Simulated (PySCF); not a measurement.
Runs of PySCF 2.14.0 on C2H2. The cell holds a molecule in a box, 4 atoms: a = 10.000 Å, b = 13.000 Å, c = 11.000 Å, α = 90.00°, β = 90.00°, γ = 90.00°. 

```csv
task,level,frozen core bands,conv_tol,exxdiv,three-body dispersion term,grid for exchange and correlation,gap on the mesh (eV)
MP2 correlation energy,HF,2,1e-08 Ha,ewald,-,-,17.07
atomic charges,BP86+D4,-,1e-07 Ha,-,yes,"Becke, atom-centred",7.30
atomic charges,r2SCANh+D4,-,1e-07 Ha,ewald,yes,"Becke, atom-centred",(a)
atomic charges,TM,-,1e-07 Ha,-,-,"Becke, atom-centred",7.62
```

Alike in all rows: potentials or basis pob-tzvp-rev2 (all-electron); no spin polarisation; cell as given; k mesh 1 × 1 × 1; smearing fixed.

Task: Estimate the missing entries.

Result: (a) 8.77.

Caveats: this is a molecule in a periodic box at the Γ point, so its band gap is the HOMO-LUMO gap; the basis of atomic orbitals isn't converged, which shifts pressures, moduli and gaps; the basis is small and the box finite, so much correlation energy is missing and levels can be off by tenths of an eV (some runs).

